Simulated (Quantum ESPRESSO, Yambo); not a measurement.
# LiCl (Fm-3m): G0W0 on several meshes in Yambo, part 2 of 2

Wanted: mesh dependence and cost of G0W0 for LiCl (Fm-3m).

Quantum ESPRESSO 7.5 and Yambo 5.3.0; PBE and many-body steps on it, plane waves. Known limits of the many-body steps: not at the basis limit; coarse k mesh.

So far. Step 5 (Empty states on the mesh, 4×4×4 mesh, 168 bands): On this mesh the gap is 6.285 eV. Step 7 (4×4×4): Against G0W0 in Yambo (6×6×6 mesh, 168 bands, screening to 231.3 eV, Godby-Needs plasmon pole), the gap moves by −0.008 eV.

### 8. Empty states on the mesh, 8×8×8 mesh, 168 bands

This step: Quantum ESPRESSO 7.5; DFT, PBE, plane waves, norm-conserving pseudopotentials.

Input file pw.in:

```
&control
  calculation = 'nscf'
  prefix = 'x'
  outdir = 'o'
  pseudo_dir = 'pseudo'
/
&system
  ibrav = 0
  nat = 2
  ntyp = 2
  ecutwfc = 66.0
  nbnd = 168
  force_symmorphic = .true.
/
&electrons
  conv_thr = 1e-9
  electron_maxstep = 80
  diago_full_acc = .true.
  diago_thr_init = 5e-6
/
ATOMIC_SPECIES
  Li 6.94 Li.upf
  Cl 35.45 Cl.upf
CELL_PARAMETERS angstrom
  0.0000000000 2.5715000000 2.5715000000
  2.5715000000 0.0000000000 2.5715000000
  2.5715000000 2.5715000000 -0.0000000000
ATOMIC_POSITIONS crystal
  Li 0.0000000000 0.0000000000 0.0000000000
  Cl 0.5000000000 0.5000000000 0.5000000000
K_POINTS automatic
  8 8 8 0 0 0
```

Command:

```console
> OMP_NUM_THREADS=1 mpirun -n 4 pw.x -nk 4 -in pw.in > pw.out
```

The log of the run:

```text
[banner, memory and clock lines left out]
Program PWSCF v.7.5 starts

     Atomic positions and unit cell read from directory:
     o/x.save/

     Message from routine setup:
     using ibrav=0 with symmetry is DISCOURAGED, use correct ibrav instead

     G-vector sticks info

     bravais-lattice index     =            0
     lattice parameter (alat)  =       6.8723  a.u.
     unit-cell volume          =     229.5018 (a.u.)^3
     number of atoms/cell      =            2
     number of atomic types    =            2
     number of electrons       =        10.00
[...]
[... 9 further rows ...]
[...]
k = 0.0884 0.0884-0.0884 (  2073 PWs)   bands (ev):

[...]
[... 9 further rows ...]
[...]
k = 0.1768 0.1768-0.1768 (  2067 PWs)   bands (ev):

[...]
[... 9 further rows ...]
   145.3734 148.8940 148.8940 152.0241 152.8128 154.8868 154.8868 155.4146
   155.4146 155.8745 159.3890 160.4087 160.4087 161.4492 161.4492 162.1190

          k = 0.2652 0.2652-0.2652 (  2072 PWs)   bands (ev):

     [... further k-points ...]

     highest occupied, lowest unoccupied level (ev):     1.5999    7.8845

     XML data file, pseudopotentials, collected wavefunctions
```

It took 26 s on 4 MPI ranks of Arm Neoverse V1, shared host; peak memory 0.31 GiB; 1.8 min of CPU time.

This step gave:

| Item | Value |
| --- | --- |
| gap | 6.285 eV |
| k of the valence top | 0, 0, 0 |
| k of the conduction bottom | 0, 0, 0 |
| least direct gap | 6.285 eV |
| k points computed | 29 |
| lowest point of the top converged band, above the valence top | 151.8072 eV |

On this mesh the gap is 6.285 eV.

### 9. Conversion and set-up

This step: Yambo 5.3.0; conversion and set-up on PBE, plane waves, norm-conserving pseudopotentials.

Command:

```console
> (cd o/x.save; p2y > p2y.log; mv SAVE ../..); yambo > setup.log
```

The log of the run:

```text
 Yambo, version 5.3.0

 [02] CORE Variables Setup
 =========================

  [02.01] Unit cells
  ==================

  Cell kind             :  FCC
  Atoms in the cell     :  Li  Cl
  number of Li atoms    :  1
  number of Cl atoms    :  1

  List of atomic masses
  Mass of Li    :  6.940000
  Mass of Cl    :  35.45000

  List of atomic coordinates    : [cc]
  Li1       :  0.000000  0.000000  0.000000  order 1
  Cl1       :  4.859431  4.859431  4.859431  order 2

  Alat factors          :  4.859431  4.859431  4.859431 [a.u.]
  Direct lattice volume :  229.5018 [a.u.]
[...]
Q [ 1]         [rlu]:  0.000000  0.000000  0.000000
 Q [ 2]         [rlu]:  0.50511E-17  0.50511E-17  0.12500
 Q [ 3]         [rlu]:  0.10102E-16  0.10102E-16  0.25000
[...]
Q [ 8]         [rlu]: -0.31531E-16  0.12500      0.37500
 Q [ 9]         [rlu]:  0.38737E-17  0.12500      0.50000
 Q [10]         [rlu]: -0.63137E-16  0.12500     -0.37500
     [... 17 further rows ...]
 Q [28]         [rlu]:  0.125000 -0.500000 -0.375000
 Q [29]         [rlu]:  0.250000 -0.500000 -0.250000

  [03.01] X indexes
  =================

   [03.01.01] Sigma indexes
   ========================

 [06] Game Over & Game summary
```

Wall time 2.6 s (1 MPI rank); peak memory 0.24 GiB.

### 10. 8×8×8

This step: G0W0 on PBE, plane waves, norm-conserving pseudopotentials.

Input file gw12.in:

```
HF_and_locXC
gw0
dyson
ppa
em1d
rim_cut
RandQpts= 1000000
RandGvec= 1 RL
EXXRLvcs= 66 Ry
VXCRLvcs= 264 Ry
Chimod= "HARTREE"
% BndsRnXp
 1 | 168 |
%
NGsBlkXp= 17 Ry
% LongDrXp
 1 | 1 | 1 |
%
% GbndRnge
 1 | 168 |
%
DysSolver= "n"
ExtendOut
PPAPntXp= 27.21138 eV
% QPkrange
 1 | 1 | 4 | 7 |
%
```

Command:

```console
> OMP_NUM_THREADS=1 mpirun -n 4 yambo -F gw12.in -J gw12 -C gw12 > gw12.log
```

The log of the run:

```text
 Yambo, version 5.3.0

 [02] CORE Variables Setup
 =========================

  [... cell, symmetries and grids as in the set-up ...]

  [02.05] Energies & Occupations
  ==============================

  [X] === General ===
  [X] Electronic Temperature                        :  0.000000  0.000000 [eV K]
  [X] Bosonic    Temperature                        :  0.000000  0.000000 [eV K]
  [X] Finite Temperature mode                       : no
  [X] El. density                                   :  0.29404E+24 [cm-3]
[...]
Sx RL components                                 :  2109

   QP @ state[ 1 ] K range                          :  1  1
   QP @ state[ 1 ] b range                          :   4   7
   GF energies kind                                 : Perdew, Burke & Ernzerhof(X)+Perdew, Burke & Ernzerhof(C)
   GF WF`s kind                                     : Perdew, Burke & Ernzerhof(X)+Perdew, Burke & Ernzerhof(C)
   Xs energies kind                                 : Perdew, Burke & Ernzerhof(X)+Perdew, Burke & Ernzerhof(C)
   Xs WF`s kind                                     : Perdew, Burke & Ernzerhof(X)+Perdew, Burke & Ernzerhof(C)

 [11] Game Over & Game summary
```

It took 19 min on 4 MPI ranks; peak memory 2.2 GiB; 76 min of CPU time.

This step gave:

```
G0W0 gap on the points computed              : 9.028 eV
starting gap on the mesh                     : 6.285 eV
k of the valence top                         : 0, 0, 0
k of the conduction bottom                   : 0, 0, 0
least direct G0W0 gap on the computed points : 9.028 eV
```

Against G0W0 in Yambo (6×6×6 mesh, 168 bands, screening to 231.3 eV, Godby-Needs plasmon pole), the gap moves by −0.001 eV.

### 11. Side by side

Times are wall times on 4 MPI ranks of Arm Neoverse V1, shared host, good to a factor of about two.

| run | mesh | bands | screening cutoff (eV) | DFT gap (eV) | gap on the mesh (eV) | direct (eV) | time |
| --- | --- | --- | --- | --- | --- | --- | --- |
| 6×6×6 | 6×6×6 | 168 | 231.3 | 6.285 | 9.029 | 9.029 | 5.2 min |
| 4×4×4 | 4×4×4 | 168 | 231.3 | 6.285 | 9.021 | 9.021 | 65 s |
| 8×8×8 | 8×8×8 | 168 | 231.3 | 6.285 | 9.028 | 9.028 | 19 min |

### 12. Summary of results

```yaml
6x6x6: 9.029 eV
4x4x4: 9.021 eV
8x8x8: 9.028 eV
known_limits: not at the basis limit; coarse k mesh
```

In words: 4×4×4: −0.008 eV against 6×6×6. 8×8×8: no change against 6×6×6. Bands and cutoff are finite, so the gap is not at the basis limit. The miss can reach some tenths of an eV and take either sign; the mesh is an error of its own. In the G0W0 runs levels were corrected at 1 k point alone, so a gap called «on the mesh» is the least over those, and an edge elsewhere would be missed.

[Paths, hosts, dates, memory and timing lines, banners, echoed tables and standing remarks are left out of the program output.]

[Logs are printed without paths, hosts, clocks, repeated set-up lines and the standing remarks that a program may print on its own settings, such as how far it seeks lower states.]

[Runs of the session that timed out or met a known fault of the program may be left out.]

[Hosts, paths, dates, database ids (printed as entryN), source tags and the programs' standing remarks are cut or masked in the printed files.]
